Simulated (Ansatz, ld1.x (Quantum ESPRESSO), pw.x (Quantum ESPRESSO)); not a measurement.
Equation-of-state test of one RRKJ potential (La)

ld1.x (Quantum ESPRESSO) 7.5 input, shortened:

```
&input
   title='La', zed=57., rel=1, dft='PW', iswitch=3,
   config='[Xe] 4f0 5d1 6s2 6p0'
 /
 &inputp
   pseudotype=2, tm=.false., lloc=0,
   nlcc=.true., new_core_ps=.true., rcore=1.02
 /
4
6P  2  1   0.00   0.00  4.15  4.15  0.0
5D  3  2   1.00   0.00  2.60  2.60  0.0
4F  4  3   0.00   0.00  1.65  1.65  0.0
6S  1  0   2.00   0.00  3.25  3.25  0.0
 &test
   configts(1)='4f0 5d1 6s2 6p0'
 /
```

Atomic tests: cutoffs needed: 10 Ry and 18 Ry (the cutoffs (Ry, on a coarse ladder) from which the occupation-weighted sum of valence levels, in a spherical-Bessel basis at the reference potential, stays within 10 and 1 mRy of its value at 400 Ry) The cutoffs count occupied waves only; the empty 4f level needs 80 Ry at the loose tolerance.; ghost test: no extra level below or beside the all-electron valence levels (p, d, f, s tested) (spherical-Bessel basis up to 400 Ry, 20 bohr box); configuration tests: 1 of 9 tests not solved or not reliable.

Crystal test: fcc La in pw.x 7.5, no spin, 11³ k-points, Fermi–Dirac smearing 0.01 Ry, cutoffs 50/200 Ry. The reference is all-electron LAPW (Ansatz 0.2.0) with the same functional, mesh and smearing; V0 and B0 come from Birch–Murnaghan fits to the pressures at five volumes. Errors are pseudo minus all-electron; Δ is the rms difference of the E(V) curves that follow from these fits, minima aligned, over ±6 % about the mean V0. Mesh and smearing are coarse, so the numbers serve the comparison and aren't converged zero-temperature values; the lattice is a test structure that the element need not adopt.

All-electron: a0 = 5.059 Å (V0 = 32.36 Å³/atom), B0 = 29.1 GPa.

How far does the potential miss the all-electron equation of state?

mean pressure error (GPa): +4.97. The pressure does not cross zero within the volumes sampled, so no fit is given. The largest radius (4.15 bohr) exceeds half the bond length (3.37 bohr), so the spheres overlap, which is one possible source of error among others. This is a poor potential for the solid. The free energy does not fall steadily as the cutoff rises, most likely since the density grid, which shrinks with it, is too coarse for the model core; the lower cutoffs are not converged. Atomic configuration tests: 1 of 9 tests not solved or not reliable.

| V (Å³/atom) | P all-electron (GPa) | P pseudo (GPa) |
| --- | --- | --- |
| 30.353 | 1.99 | 7.70 |
| 31.152 | 1.15 | 6.47 |
| 31.951 | 0.38 | 5.32 |
| 32.750 | -0.34 | 4.25 |
| 33.549 | -1.01 | 3.25 |

At the middle volume, how do free energy and pressure move when the wave cutoff is lowered (ecutrho kept at four times it)?

| cutoff (Ry) | shift of F (meV/atom) | shift of P (GPa) |
| --- | --- | --- |
| 22 | +20.6 | +3.12 |
| 30 | +67.7 | +2.32 |
| 40 | +48.3 | +1.69 |

The run at the middle volume (56 k-points, 6 iterations) took about 11 s on one core of a shared host (Intel(R) Xeon(R) Platinum 8259CL CPU @ 2.50GHz, 48 threads, 374 GiB, load 39).
